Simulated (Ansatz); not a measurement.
`N#CCC#N` + acetylene → `C#CCC#N` + `C#N`  (formal exchange of groups at a C–C bond)

Isolated molecules relaxed with PBE0-D4/def2-TZVP in Ansatz; ΔE leaves out vibrations. CBS: MP2 limit from def2 TZ/QZ plus the TZ coupled-cluster correction, frozen cores. This one scheme is used for every species. Functionals use def2-TZVPP. B3LYP here is the variant with VWN-RPA as its local correlation; programs differ in this.

| level | ΔE (eV) |
| --- | --- |
| LDA (SPW92) | -0.04 |
| B3LYP-D4 | -0.04 |
| BHLYP-D4 | -0.05 |
| ωB97M-V | -0.04 |
| PBE-QIDH | -0.05 |
| PBE | -0.03 |
| CAM-B3LYP | -0.04 |
| HF/def2-QZVPP | -0.04 |

Task: What does CCSD(T)/CBS give? (Best estimate.)

Result: Ansatz gave: -0.05 eV. The listed levels differ from it by 0.01, 0.01, 0.00, 0.01, 0.00, 0.02, 0.01, 0.01 eV.

Largest T1 diagnostic among the species: 0.014.

Leaving LDA and LC-ωPBE aside and taking each functional with its dispersion term where it has one, the values, not all of them listed here, spread over 0.02 eV, from PBE-QIDH to B97M-V.

CCSD(T)/CBS has its own doubt, a few kJ/mol and more with outer-core shells, so smaller differences from it don't rank the levels.
